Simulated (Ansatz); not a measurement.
Relaxed structure of H2O on the (111) surface of Si, one molecule per 50.9 Å² (the molecule's atoms stand last):

```xyz
27
Lattice="7.6672 0.0000 0.0000 -3.8336 6.6400 0.0000 0.0000 0.0000 25.0428" Properties=species:S:1:pos:R:3 pbc="T T T"
Si    3.8336    2.2133    8.0000
Si    1.9168    5.5333    8.0000
Si    0.0000    2.2133    8.0000
Si   -1.9168    5.5333    8.0000
Si    1.9168    3.3200    8.7825
Si    3.8336    0.0000    8.7825
Si   -1.9168    3.3200    8.7825
Si    0.0000    0.0000    8.7825
Si   -1.9168    3.3200   11.1301
Si    0.0000    0.0000   11.1301
Si    1.9168    3.3200   11.1301
Si    3.8336    0.0000   11.1301
Si    3.8335    4.4252   11.9779
Si    5.7551    1.1064   11.8316
Si    0.0000    4.4272   11.9255
Si    1.9127    1.1062   11.8306
Si    0.0012    4.6832   14.3219
Si    1.8802    1.0886   14.1806
Si    3.8338    4.6015   14.4231
Si    5.7857    1.0892   14.1815
Si   -1.9103    5.6513   15.2986
Si   -0.0006    2.3823   14.5986
Si    1.9116    5.6519   15.3024
Si    3.8326    2.2483   14.7957
O     3.8323    1.5297   16.6317
H     4.6086    0.8902   16.6599
H     3.0413    0.9108   16.6653
```

All numbers below come from DFT PBE+D3(BJ), scalar-relativistic, plane waves, PAW (Ansatz). Plane waves to 420 eV, a k mesh through Γ of 3×3×1 on the computed 27-atom cell and Gaussian smearing (0.05 eV); no spin polarisation. The cell repeats along c with a dipole correction in the vacuum.

The slab and the molecular layer are also computed alone at these places.

Problem. How does the adsorption energy per molecule split into interaction and deformation?

Solution. E_ads = -0.869 eV: interaction of the rigid parts -1.002 eV, deformation of the slab +0.088 eV, deformation of the molecule with its lateral interactions +0.045 eV.

Problem. How much charge moves across the plane at z = 15.97 Å, midway between slab and molecule?

Solution. No net charge (under 0.01 e); half the integral of |Δρ| is 0.76 e.

Problem. How does the density difference (whole less rigid parts, positive where electrons gather), summed over the plane, run along c?

Solution. (z (Å), Δρ (e/Å)): (6.12, -0.008), (6.26, -0.009), (6.54, -0.009), (6.68, -0.007), (6.82, -0.004), (7.10, 0.006), (7.23, 0.012), (7.37, 0.017), (7.65, 0.021), (7.79, 0.018), (7.93, 0.013), (8.21, -0.006), (8.35, -0.015), (8.63, -0.020), (8.76, -0.015), (8.90, -0.004), (9.18, 0.022), (9.32, 0.031), (9.46, 0.035), (9.74, 0.028), (9.88, 0.017), (10.02, 0.004), (10.30, -0.024), (10.43, -0.034), (10.57, -0.039), (10.85, -0.023), (10.99, -0.006), (11.13, 0.012), (11.41, 0.032), (11.55, 0.031), (11.69, 0.024), (11.96, 0.000), (12.10, -0.008), (12.24, -0.008), (12.52, 0.011), (12.66, 0.020), (12.94, 0.021), (13.08, 0.013), (13.22, -0.001), (13.50, -0.035), (13.63, -0.049), (13.77, -0.055), (14.05, -0.014), (14.19, 0.032), (14.33, 0.081), (14.61, 0.125), (14.75, 0.097), (14.89, 0.037), (15.16, -0.109), (15.30, -0.146), (15.44, -0.138), (15.72, -0.017), (15.86, 0.050), (16.00, 0.082), (16.28, 0.006), (16.42, 0.024), (16.56, 0.137), (16.83, 0.076), (16.97, -0.035), (17.25, -0.087), (17.39, -0.081), (17.53, -0.067), (17.81, -0.037), (17.95, -0.026), (18.09, -0.018), (18.36, -0.008), (18.50, -0.005), (18.64, -0.003), (18.92, -0.001), (19.06, -0.001)

An atom lies near a switch of its D3 coefficient C6 between reference coordination numbers, so the dispersion energy changes steeply there and can make or shift the minimum.